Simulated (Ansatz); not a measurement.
**ZnS (Wurtzite-6H) under changes of volume**

One of the cells (19.600 Å³/atom); the others are scaled copies at fixed shape and fractional positions:

```
CELL_PARAMETERS angstrom
3.81200 0.00000 0.00000
-1.90600 3.30129 0.00000
0.00000 0.00000 18.68999
ATOMIC_POSITIONS crystal
Zn 0.33333 0.66667 0.83333
Zn 0.66667 0.33333 0.33333
Zn 0.66667 0.33333 0.66667
Zn 0.33333 0.66667 0.16667
Zn 0.00000 0.00000 0.50000
Zn 0.00000 0.00000 0.00000
S 0.33333 0.66667 0.95833
S 0.66667 0.33333 0.45833
S 0.66667 0.33333 0.79167
S 0.33333 0.66667 0.29167
S 0.00000 0.00000 0.62500
S 0.00000 0.00000 0.12500
```

```yaml
Program: Ansatz 0.2.0
Functional: PBE
Potentials_or_basis: SPMS NC
Cutoff: "816 eV (not typed: the program's choice for these potentials)"
k_mesh: 8 × 8 × 2
Occupations: fermi-dirac, width 0.05 eV
Spin: no spin polarisation
```

| volume (Å³/atom) | energy over the lowest point (meV/atom) | pressure (GPa) | gap on the mesh (eV) | largest force (eV/Å) |
| --- | --- | --- | --- | --- |
| 18.424 | ? | ? | ? | ? |
| 18.816 | 23.97 | 5.9 | 2.35 | 0.036 |
| 19.208 | 11.88 | 4.0 | 2.26 | 0.033 |
| 19.600 | 4.15 | 2.3 | 2.17 | 0.030 |
| 19.992 | 0.32 | 0.8 | 2.08 | 0.027 |
| 20.384 | 0.00 | -0.5 | 1.99 | 0.025 |
| 20.776 | 2.85 | -1.8 | 1.91 | 0.024 |

Question: What does the run at 18.424 Å³/atom give?

Answer: Energy over the lowest point 40.88 meV/atom; pressure 8.0 GPa; gap on the mesh 2.44 eV; largest force 0.039 eV/Å.

Worked out: A Birch-Murnaghan fit of order 3 (a polynomial in V^(-2/3)) to the other rows has its minimum at 20.22 Å³/atom with B0 = V·E''(V) = 70 GPa and B' = 4.5 at fixed shape and positions, which overstates the stiffness. It gives 40.90 meV/atom at 18.424 Å³/atom, against the run's 40.88, and -dE/dV = 8.0 GPa, against 8.0. A straight line through the other rows of the gap, of slope -4.47 eV per unit of ln V (its deformation potential), extrapolates to 2.45 eV, against the run's 2.44.

Energies are extrapolated to zero smearing.

Caveats: the cell's inner coordinates are idealised or old, which leaves forces on the atoms.

A mesh can miss the band edges.
